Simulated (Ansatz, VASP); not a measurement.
**Al: VASP beside Ansatz**

```xyz
1
Lattice="0.0000 2.0248 2.0248 2.0248 0.0000 2.0248 2.0248 2.0248 0.0000" Properties=species:S:1:pos:R:3 pbc="T T T"
Al    0.0000    0.0000    0.0000
```

Alike in both runs: task single point; functional PBE; k mesh 11 × 11 × 11; occupations gaussian, width 0.02 eV; no spin polarisation.

```csv
,VASP,Ansatz
version,VASP 6.6.1,Ansatz 0.2.0
potentials or method,"VASP PAW PBE potentials, release 64 (Al)",Ansatz PAW
plane-wave cutoff (eV),520,420
valence electrons in the cell,3,3
```

|  | VASP | Ansatz | Ansatz less VASP |
| --- | --- | --- | --- |
| gap on the k mesh at the Fermi level (eV) | none | none | - |
| pressure (GPa) | -0.5 | -0.5 | +0.04 |

A gap of «none» marks a metal or a gap that the smearing closes. The functional is the same, so the differences come from potentials, cutoffs and numerics.
